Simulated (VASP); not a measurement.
# Cu (Fm-3m) in VASP: notebook

The runs below take Cu through single point, with PBE.

Program: VASP 6.6.1. These are calculated values, not measurements. Logs are shortened: lines on timing, memory, paths and dates and some standing lists are left out, and cuts for length are marked.

### 1 The crystal as given

It takes space group Fm-3m (No. 225, cubic). The conventional cell has a = 3.615 Å, b = 3.615 Å, c = 3.615 Å, α = 90.00°, β = 90.00°, γ = 90.00°. Cu (site symmetry m-3m) has 12 Cu at 2.56 Å as nearest neighbours.

### 2 Single point, PBE

INCAR reads:

```
SYSTEM = Cu
  PREC = Accurate
  ENCUT = 520
  EDIFF = 1E-7
  ISMEAR = 1
  SIGMA = 0.1
  LREAL = .False.
  LASPH = .True.
  NELM = 100
  ALGO = Normal
  ISIF = 2
  LWAVE = .False.
  LCHARG = .False.
  GGA = PE
  NBANDS = 12
  ADDGRID = .False.
```

KPOINTS reads:

```
regular mesh
0
Gamma
  6 6 6
  0 0 0
```

POSCAR reads:

```
Cu
1.0
   -0.0335610000      1.7894160000      1.7776830000
    1.7981850000     -0.0227470000      1.7668690000
    1.8176490000      1.7980650000     -0.0422110000
Cu
1
Direct
    0.0167750000     -0.0332640000      0.0016970000
```

Potentials or basis: VASP PAW PBE potentials, release 64 (Cu).

Run with:

```bash
> cat potpaw_PBE.64/Cu/POTCAR > POTCAR
> mpirun -np 1 vasp_std > vasp.out
```

OUTCAR:

```text
SYSTEM = Cu
   PREC = Accurate
   ENCUT = 520
   EDIFF = 1E-7
   ISMEAR = 1
   LREAL = .False.
   LASPH = .True.
   NELM = 100
   ISIF = 2
   GGA = PE

 Found    112 irreducible k-points:

 Following reciprocal coordinates:
            Coordinates               Weight
  0.000000  0.000000  0.000000      1.000000
  0.166667 -0.000000 -0.000000      2.000000
  0.333333 -0.000000 -0.000000      2.000000
  0.500000 -0.000000 -0.000000      1.000000
 -0.000000  0.166667 -0.000000      2.000000
  0.166667  0.166667 -0.000000      2.000000
   k-points           NKPTS =    112   k-points in BZ     NKDIM =    112   number of bands    NBANDS=     12
   number of dos      NEDOS =    301   number of ions     NIONS =      1
   total plane-waves  NPLWV =   8000
   dimension x,y,z NGX =    20 NGY =   20 NGZ =   20
   dimension x,y,z NGXF=    40 NGYF=   40 NGZF=   40
   ions per type =               1
   NGX,Y,Z   is equivalent  to a cutoff of  13.18, 13.19, 13.00 a.u.
   NGXF,Y,Z  is equivalent  to a cutoff of  26.36, 26.38, 26.01 a.u.
 SYSTEM =  Cu
   PREC   = accura    normal or accurate (medium, high low for compatibility)
   ISTART =      0    job   : 0-new  1-cont  2-samecut
   ICHARG =      2    charge: 1-file 2-atom 10-const
   ISPIN  =      1    spin polarized calculation?
   LNONCOLLINEAR =      F non collinear calculations
   LSORBIT =      F    spin-orbit coupling
   LASPH  =      T    aspherical Exc in radial PAW
   ENCUT  =  520.0 eV  38.22 Ry    6.18 a.u.   4.69  4.69  4.75*2*pi/ulx,y,z
   NELM   =    100;   NELMIN=  2; NELMDL= -5     # of ELM steps
   EDIFF  = 0.1E-06   stopping-criterion for ELM
   LREAL  =      F    real-space projection
   EDIFFG = 0.1E-05   stopping-criterion for IOM
   NSW    =      0    number of steps for IOM
   IBRION =     -1    ionic relax: 0-MD 1-quasi-New 2-CG
   NFREE  =      0    steps in history (QN), initial steepest desc. (CG)
   ISIF   =      2    stress and relaxation
   ISYM   =      2    0-nonsym 1-usesym 2-fastsym
   POTIM  = 0.5000    time-step for ionic-motion
   TEBEG  =    0.0;   TEEND  =   0.0 temperature during run
   PSTRESS=    0.0 pullay stress
   NELECT =      11.0000    total number of electrons
   NUPDOWN=      -1.0000    fix difference up-down
   EMIN   =  10.00;   EMAX   =-10.00  energy-range for DOS
   EFERMI =   0.00;   METHOD = LEGACY
   ISMEAR =     1;   SIGMA  =   0.10  broadening in eV -4-tet -1-fermi 0-gaus
   EFERMI_NEDOS =   21; number of points for ismear=-14 and -15
   IALGO  =     38    algorithm
   IMIX   =      4    mixing-type and parameters
     AMIX     =   0.40;   BMIX     =  1.00
     AMIX_MAG =   1.60;   BMIX_MAG =  1.00
  volume/ion in A,a.u.               =      11.81        79.70
  Fermi-wavevector in a.u.,A,eV,Ry     =   1.598763  3.021224 34.777082  2.556043
  Thomas-Fermi vector in A             =   2.696162
   LORBIT       =      0    0 simple, 1 ext, 2 COOP (PROOUT), +10 PAW based schemes
   GGA     = PE    functional components
   LHFCALC =     F    Hartree Fock is set to
   AEXX    =    0.0000 exact exchange contribution
   IVDW    =     0    specifies the selected vdW correction
   LEPSILON=     F    determine dielectric tensor
   LRPA    =     F    only Hartree local field effects (RPA)
 non-spin polarized calculation
 Methfessel and Paxton  Order N= 1 SIGMA  =   0.10
  energy-cutoff  :      520.00
  volume of cell :       11.81
 maximum number of plane-waves:       329
   NGX =  9   NGY =  9   NGZ =  9

 number of electron      10.9999996 magnetization

 Free energy of the ion-electron system (eV)
  ---------------------------------------------------
  ext. energy  EPLUGINS =         0.00000000
  ---------------------------------------------------
  free energy    TOTEN  =        -3.66297395 eV

  energy without entropy =       -3.66311909  energy(sigma->0) =       -3.66302233

 E-fermi :   7.5357     XC(G=0): -12.7256

 val. band max:        7.5123695696   @ k =   0.3333   0.1667   0.5000
 cond. band min:       7.5891227511   @ k =   0.1667   0.5000   0.3333
 fundamental gap:      0.0767531815
 Fermi energy:         7.5357190197

 k-point     1 :       0.0000    0.0000    0.0000
  band No.  band energies     occupation
      1      -1.7653      2.00000
      2       4.4664      2.00000
      3       4.5291      2.00000
      4       4.6587      2.00000
      5       5.3540      2.00000
      6       5.4179      2.00000
      7      30.0384      0.00000
      8      32.0992      0.00000
      9      32.6994      0.00000
     10      33.8725      0.00000
     11      34.6786      0.00000
     12      35.1689      0.00000

 k-point     2 :       0.1667   -0.0000   -0.0000
  band No.  band energies     occupation
      1      -0.7899      2.00000
      2       4.3493      2.00000
      3       4.6236      2.00000
      4       4.7676      2.00000
      5       5.3451      2.00000
      6       5.3923      2.00000
      7      23.9418      0.00000
      8      30.2800      0.00000
      9      31.1775      0.00000
     10      31.9703      0.00000
     11      36.8786      0.00000
     12      37.5839      0.00000

 k-point     3 :       0.3333   -0.0000   -0.0000
  band No.  band energies     occupation
      1       1.5634      2.00000
      2       4.5172      2.00000
      3       4.5705      2.00000
      4       4.7170      2.00000
      5       5.6636      2.00000
      6       5.6978      2.00000
      7      15.9989      0.00000
      8      29.2690      0.00000
      9      30.1026      0.00000
     10      30.4645      0.00000
     11      34.2284      0.00000
     12      34.6587      0.00000

 k-point     4 :       0.5000   -0.0000   -0.0000
  band No.  band energies     occupation
      1       2.4881      2.00000
      2       4.4478      2.00000
      3       4.6125      2.00000
      4       5.9002      2.00000
      5       5.9728      2.00000
      6       6.4988      2.00000
      7      11.2131      0.00000
      8      28.7093      0.00000
      9      29.7596      0.00000
     10      30.1274      0.00000
     11      32.6139      0.00000
     12      33.0590      0.00000

 k-point     5 :      -0.0000    0.1667   -0.0000
  band No.  band energies     occupation
      1      -0.7735      2.00000
      2       4.3787      2.00000
      3       4.5957      2.00000
      4       4.7913      2.00000
      5       5.3339      2.00000
      6       5.3761      2.00000
      7      24.2965      0.00000
      8      30.1099      0.00000
      9      30.7415      0.00000
     10      31.9980      0.00000
     11      36.7086      0.00000
     12      37.3816      0.00000

 k-point     6 :       0.1667    0.1667   -0.0000
  band No.  band energies     occupation
      1      -0.4328      2.00000
      2       4.2236      2.00000
      3       4.8172      2.00000
      4       4.8575      2.00000
      5       5.1086      2.00000
      6       5.5014      2.00000
      7      27.0255      0.00000
      8      27.1231      0.00000
      9      27.9410      0.00000
     10      29.5742      0.00000
     11      33.5038      0.00000
     12      40.2449      0.00000

 [... further k-points ...]

------------------------ aborting loop because EDIFF is reached ----------------------------------------

  FORCE on cell =-STRESS in cart. coord.  units (eV):
  Direction    XX          YY          ZZ          XY          YZ          ZX
  --------------------------------------------------------------------------------------
  -------------------------------------------------------------------------------------
  Total        0.2804408      0.2982532      0.1953485      0.0215043      0.0078040      0.0758455
  in kB       38.0440701     40.4604583     26.5006115      2.9172273      1.0586740     10.2890610
  external PRESSURE =      35.0017133 kB  Pullay stress =       0.0000000 kB

 VOLUME and BASIS-vectors are now :
 -----------------------------------------------------------------------------
  energy-cutoff  :      520.00
  volume of cell :       11.81
      direct lattice vectors                 reciprocal lattice vectors
    -0.033561000  1.789416000  1.777683000    -0.268914128  0.278352052  0.277263920
     1.798185000 -0.022747000  1.766869000     0.277037260 -0.273469598  0.280504747
     1.817649000  1.798065000 -0.042211000     0.271125354  0.275680674 -0.272381618

 POSITION                                       TOTAL-FORCE (eV/Angst)
 -----------------------------------------------------------------------------------
      1.74089      0.01108      1.73784         0.000000      0.000000     -0.000000
 -----------------------------------------------------------------------------------
    total drift:                                0.000015     -0.000021     -0.000045

  FREE ENERGIE OF THE ION-ELECTRON SYSTEM (eV)
  ---------------------------------------------------
  free  energy   TOTEN  =        -3.6629739489 eV

  energy  without entropy=       -3.6631190944  energy(sigma->0) =       -3.66302233
```

Wall time 8.9 s (1 thread of AMD EPYC 9R45 (Zen 5), shared host); peak memory 0.1 GiB.

These settings aren't checked as converged: the numbers below hold their error.

What came out:

```
Free energy            : -3.6630 eV
Pressure               : 3.5 GPa
Band gap on the k mesh : none (metal or under the smearing width)
```

Caveat: the k mesh is coarse (spacing up to 0.50 Å⁻¹), so the values aren't converged.

### 3 Single point, PBE

INCAR: that of step 2 with these lines changed.

```diff
@@ -2,3 +2,3 @@
   PREC = Accurate
-  ENCUT = 520
+  ENCUT = 280
   EDIFF = 1E-7
```

KPOINTS reads:

```
regular mesh
0
Gamma
  9 9 9
  0 0 0
```

POSCAR reads:

```
Cu
1.0
    0.0000000000      1.8075000000      1.8075000000
    1.8075000000      0.0000000000      1.8075000000
    1.8075000000      1.8075000000      0.0000000000
Cu
1
Direct
    0.0000000000      0.0000000000      0.0000000000
```

Potentials or basis: VASP PAW PBE potentials, release 64 (Cu).

Run with:

```bash
> cat potpaw_PBE.64/Cu/POTCAR > POTCAR
> mpirun -np 1 vasp_std > vasp.out
```

OUTCAR:

```text
SYSTEM = Cu
   PREC = Accurate
   ENCUT = 280
   EDIFF = 1E-7
   ISMEAR = 1
   LREAL = .False.
   LASPH = .True.
   NELM = 100
   ISIF = 2
   GGA = PE

 Found     35 irreducible k-points:

 Following reciprocal coordinates:
            Coordinates               Weight
  0.000000  0.000000  0.000000      1.000000
  0.111111  0.000000  0.000000      8.000000
  0.222222  0.000000  0.000000      8.000000
  0.333333  0.000000  0.000000      8.000000
  0.444444  0.000000  0.000000      8.000000
  0.111111  0.111111  0.000000      6.000000
   k-points           NKPTS =     35   k-points in BZ     NKDIM =     35   number of bands    NBANDS=     12
   number of dos      NEDOS =    301   number of ions     NIONS =      1
   total plane-waves  NPLWV =   2744
   dimension x,y,z NGX =    14 NGY =   14 NGZ =   14
   dimension x,y,z NGXF=    28 NGYF=   28 NGZF=   28
   ions per type =               1
   NGX,Y,Z   is equivalent  to a cutoff of   9.11,  9.11,  9.11 a.u.
   NGXF,Y,Z  is equivalent  to a cutoff of  18.21, 18.21, 18.21 a.u.
 SYSTEM =  Cu
   PREC   = accura    normal or accurate (medium, high low for compatibility)
   ISTART =      0    job   : 0-new  1-cont  2-samecut
   ICHARG =      2    charge: 1-file 2-atom 10-const
   ISPIN  =      1    spin polarized calculation?
   LNONCOLLINEAR =      F non collinear calculations
   LSORBIT =      F    spin-orbit coupling
[... 68 lines left out ...]
      7      30.1928      0.00000
      8      32.8275      0.00000
      9      32.8275      0.00000
     10      32.8275      0.00000
     11      35.3184      0.00000
     12      35.3184      0.00000
[... 61 lines left out ...]
 k-point     6 :       0.1111    0.1111    0.0000
  band No.  band energies     occupation
      1      -1.1687      2.00000
      2       4.3884      2.00000
      3       4.6997      2.00000
      4       4.6997      2.00000
      5       5.2286      2.00000
      6       5.4393      2.00000
      7      28.7138      0.00000
      8      29.3714      0.00000
      9      29.3714      0.00000
     10      30.9298      0.00000
     11      36.5714      0.00000
     12      38.0744      0.00000

 [... further k-points ...]

------------------------ aborting loop because EDIFF is reached ----------------------------------------

  FORCE on cell =-STRESS in cart. coord.  units (eV):
  Direction    XX          YY          ZZ          XY          YZ          ZX
  --------------------------------------------------------------------------------------
  -------------------------------------------------------------------------------------
  Total       -0.5733962     -0.5733962     -0.5733962     -0.0000000      0.0000000     -0.0000000
  in kB      -77.7858296    -77.7858296    -77.7858296     -0.0000000      0.0000000     -0.0000000
  external PRESSURE =     -77.7858296 kB  Pullay stress =       0.0000000 kB

 VOLUME and BASIS-vectors are now :
 -----------------------------------------------------------------------------
  energy-cutoff  :      280.00
  volume of cell :       11.81
      direct lattice vectors                 reciprocal lattice vectors
     0.000000000  1.807500000  1.807500000    -0.276625173  0.276625173  0.276625173
     1.807500000  0.000000000  1.807500000     0.276625173 -0.276625173  0.276625173
     1.807500000  1.807500000  0.000000000     0.276625173  0.276625173 -0.276625173

 POSITION                                       TOTAL-FORCE (eV/Angst)
 -----------------------------------------------------------------------------------
      0.00000      0.00000      0.00000         0.000000      0.000000     -0.000000
 -----------------------------------------------------------------------------------
    total drift:                               -0.000000     -0.000000      0.000000

  FREE ENERGIE OF THE ION-ELECTRON SYSTEM (eV)
  ---------------------------------------------------
  free  energy   TOTEN  =        -3.7143029758 eV

  energy  without entropy=       -3.7142021800  energy(sigma->0) =       -3.71426938
```

OSZICAR:

```text
N       E                     dE             d eps       ncg     rms          rms(c)
DAV:   1     0.310171761004E+02    0.31017E+02   -0.37184E+03   924   0.950E+02
DAV:   2    -0.397010000341E+01   -0.34987E+02   -0.32129E+02   868   0.155E+02
DAV:   3    -0.462382362529E+01   -0.65372E+00   -0.65069E+00  1004   0.247E+01
DAV:   4    -0.462715759658E+01   -0.33340E-02   -0.33338E-02   928   0.159E+00
DAV:   5    -0.462718286778E+01   -0.25271E-04   -0.25270E-04  1016   0.140E-01    0.774E+00
DAV:   6    -0.409593833623E+01    0.53124E+00   -0.14825E+01   992   0.650E+01    0.391E+00
DAV:   7    -0.372528761301E+01    0.37065E+00   -0.22390E+00  1004   0.253E+01    0.505E-01
DAV:   8    -0.371636137537E+01    0.89262E-02   -0.63569E-03   984   0.128E+00    0.343E-01
DAV:   9    -0.371430417779E+01    0.20572E-02   -0.12720E-02  1024   0.176E+00    0.313E-02
DAV:  10    -0.371430373274E+01    0.44505E-06   -0.51550E-05  1244   0.106E-01    0.736E-03
DAV:  11    -0.371430291450E+01    0.81824E-06   -0.61314E-07  1012   0.115E-02    0.182E-04
DAV:  12    -0.371430297582E+01   -0.61316E-07   -0.55862E-09   620   0.822E-04
   1 F= -.37143030E+01 E0= -.37142694E+01  d E =-.100796E-03
```

It took 1.9 s on 1 thread of AMD EPYC 9R45 (Zen 5), shared host; peak memory 0.08 GiB.

The run converged, but a check on its numbers failed (symmetry, net force, bounds or a known fault of this set-up), so they aren't taken as properties of the crystal.

Caveat: the cutoff lies under the usual one of these potentials, so the numbers hold a large basis-set error.

### 4 Single point, PBE

INCAR is that of step 3.

KPOINTS is that of step 3.

POSCAR reads:

```
Cu
1.0
   -0.0335610000      1.7894160000      1.7776830000
    1.7981850000     -0.0227470000      1.7668690000
    1.8176490000      1.7980650000     -0.0422110000
Cu
1
Direct
    0.0167750000     -0.0332640000      0.0016970000
```

Run with:

```bash
> cat potpaw_PBE.64/Cu/POTCAR > POTCAR
> mpirun -np 1 vasp_std > vasp.out
```

Wall time 11 s (1 thread of AMD EPYC 9R45 (Zen 5), shared host); peak memory 0.09 GiB.

The run converged, but a check on its numbers failed (symmetry, net force, bounds or a known fault of this set-up), so they aren't taken as properties of the crystal.

Caveat: the cutoff lies under the usual one of these potentials, so the numbers hold a large basis-set error.

### 5 Single point, PBE

INCAR: that of step 4 with these lines changed.

```diff
@@ -2,3 +2,3 @@
   PREC = Accurate
-  ENCUT = 280
+  ENCUT = 650
   EDIFF = 1E-7
```

KPOINTS reads:

```
regular mesh
0
Gamma
  6 6 6
  0 0 0
```

POSCAR reads:

```
Cu
1.0
    0.0000000000      1.8075000000      1.8075000000
    1.8075000000      0.0000000000      1.8075000000
    1.8075000000      1.8075000000      0.0000000000
Cu
1
Direct
    0.0000000000      0.0000000000      0.0000000000
```

Run with:

```bash
> cat potpaw_PBE.64/Cu/POTCAR > POTCAR
> mpirun -np 1 vasp_std > vasp.out
```

Wall time 2.9 s (1 thread of AMD EPYC 9R45 (Zen 5), shared host); peak memory 0.1 GiB.

These settings aren't checked as converged: the numbers below hold their error.

What came out:

```
Free energy            : -3.6624 eV
Pressure               : 3.4 GPa
Band gap on the k mesh : none (metal or under the smearing width)
```

Caveat: the k mesh is coarse (spacing up to 0.50 Å⁻¹), so the values aren't converged.

[end of part 1 of 2]
